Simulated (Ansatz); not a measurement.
Here is an Ansatz 0.2.0 calculation.

input.yaml

```yaml
crystal:
  lattice:
    - [0.0, 2.72525, 2.72525]
    - [2.72525, 0.0, 2.72525]
    - [2.72525, 2.72525, 0.0]
  atoms:
    - { symbol: Ga, position: [0.0, 0.0, 0.0] }
    - { symbol: P, position: [0.75, 0.75, 0.75] }
kpoints:
  mp_grid: { grid: [8, 8, 8] }
scf:
  occupations: { method: gaussian, width: 0.011 }
hamiltonian:
  xc: pbe
  pseudopotentials: { kind: all_electron, lapw: { basis_error: 0.001 } }
output:
  forces: true
  stress: true
  eigenvalues: true
```

Potentials or basis: all-electron LAPW, scalar-relativistic.

Run with:

```sh
$ ansatz run input.yaml --threads 1 --pin off --max-ram 3072MiB --backend cpu --events-out ev --progress --plain --runs-dir out
```

(1) Predict the pressure.

(2) Estimate the band gap on the k mesh.

## Answers

(1) 2.5 GPa.

(2) 1.64 eV, indirect (least direct gap 1.83 eV).

**The experiment to reproduce.**

“Stacking defects in GaP nanowires: Electronic structure and optical properties”, 2018, arxiv:1810.01194 quotes, for a bulk crystal of GaP at 10 K: band gap 2.34 eV (indirect).

Measured gap of GaP: 2.34 eV (indirect; 10 K; quoted in “Stacking defects in GaP nanowires: Electronic structure and optical properties”, 2018, arxiv:1810.01194). This calculation gives 1.64 eV (-0.70 eV). Spin-orbit coupling on Ga is left out. The value is that of PBE on a finite k mesh, which can miss the band edges, without temperature or zero-point motion. Semilocal functionals fall short of measured gaps as a rule.
